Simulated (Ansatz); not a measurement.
# InP3: the cost of one run

Method: DFT PBEsol, scalar-relativistic, plane waves, PAW, in Ansatz 0.2.0.

1 further run of the same task is left out (set aside as unsound or not needed). Runs told in other sessions of the task aren't counted.

## (1) Starting point

The structure is trigonal, space group R-3m (No. 166). Conventional cell: a = 7.430 Å, b = 7.430 Å, c = 9.838 Å, α = 90.00°, β = 90.00°, γ = 120.00°. Around In (site symmetry 3m) lie 6 P at 2.64 to 2.87 Å. P (site symmetry m) has 2 P at 2.21 Å and 2 In at 2.64 to 2.87 Å in its first shell of neighbours.

Structure file:

```
CELL_PARAMETERS angstrom
3.71499 2.14485 3.27938
-3.71499 2.14485 3.27938
0.00000 -4.28970 3.27938
ATOMIC_POSITIONS crystal
In 0.27328 0.27328 0.27328
In 0.72672 0.72672 0.72672
P 0.79471 0.24119 0.79471
P 0.79471 0.79471 0.24119
P 0.24119 0.79471 0.79471
P 0.20529 0.75881 0.20529
P 0.75881 0.20529 0.20529
P 0.20529 0.20529 0.75881
```

This cell was relaxed beforehand with the same method: volume 19.60 Å³/atom, gap on the mesh none (metal).

## (2) Zero of energy

The reference gives a free energy of -15491.8755 eV, pressure 0.00 GPa, largest force 0.006 eV/Å and gap on the mesh none (metal). It was computed beforehand with the settings of the runs below.

## (3) Harmonic modes of this cell

The input, input.yaml:

```yaml
crystal:
  lattice:
    - [3.7149867798, 2.1448486173, 3.2793762812]
    - [-3.7149867798, 2.1448486173, 3.2793762812]
    - [0.0, -4.2896972347, 3.2793762812]
  atoms:
    - { symbol: In, position: [0.2732789115, 0.2732789115, 0.2732789115] }
    - { symbol: In, position: [0.7267210885, 0.7267210885, 0.7267210885] }
    - { symbol: P, position: [0.7947108827, 0.241192628, 0.7947108827] }
    - { symbol: P, position: [0.7947108827, 0.7947108827, 0.241192628] }
    - { symbol: P, position: [0.241192628, 0.7947108827, 0.7947108827] }
    - { symbol: P, position: [0.2052891173, 0.758807372, 0.2052891173] }
    - { symbol: P, position: [0.758807372, 0.2052891173, 0.2052891173] }
    - { symbol: P, position: [0.2052891173, 0.2052891173, 0.758807372] }
basis:
  ecutwfc: 420
kpoints:
  mp_grid: { grid: [6, 6, 6] }
hamiltonian:
  xc: pbesol
scf:
  occupations: { method: gaussian, width: 0.15 }
output:
  eigenvalues: true
phonons:
  method: fd
  supercell: [1, 1, 1]
  amplitude: 0.02
  eigenvectors: true
  dielectric: false
```

Launch:

```
$ ansatz run input.yaml --threads 2 --pin off --max-ram 5120MiB --backend cpu --events-out ev --progress --plain --runs-dir out
```

What time and memory should one allow on 2 threads of AMD EPYC 9R45 (Zen 5), shared host?

About 35 s, with a peak of 0.78 GiB.
